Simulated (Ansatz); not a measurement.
The system is CuCl2.

```
Cu Cl
1.0
    -2.25486    2.25486    6.85990
     2.25486   -2.25486    6.85990
     2.25486    2.25486   -6.85990
Cu Cl
1 2
Direct
  0.00000 0.00000 0.00000
  0.00000 0.50000 0.50000
  0.50000 0.00000 0.50000
```

Measurements of this composition are mostly on another form, of space group No. 12.

Base run:

```yaml
Program: Ansatz 0.2.0
Functional: PBEsol
Potentials_or_basis: Ansatz PAW
Cutoff: 420 eV
Density_cutoff: 1680 eV
k_mesh: 8 × 8 × 8
Occupations: fermi-dirac, width 0.05 eV
Spin: no spin polarisation
```

Its results: band gap on the k mesh none (metal or under the smearing width); pressure -0.9 GPa.

Question: The run is repeated on the same cell with these changes: functional from PBEsol to LDA. What comes out?

Answer: Band gap on the k mesh none (metal or under the smearing width); pressure -1.9 GPa.

LDA binds more tightly than PBEsol, so the same cell stands under less pressure.

Caveats: an odd number of electrons without spin polarisation forces a metal; a magnetic or distorted state may lie lower; the run has no spin polarisation, though such a crystal can be magnetic; semilocal functionals often make such compounds metallic where correlation or magnetic order opens a gap, which also shifts bond lengths; the PAW data sets come from PBE, with cores solved anew for the run's functional, which leaves a small shift of forces and pressure.

Not every run made on this cell is shown here.
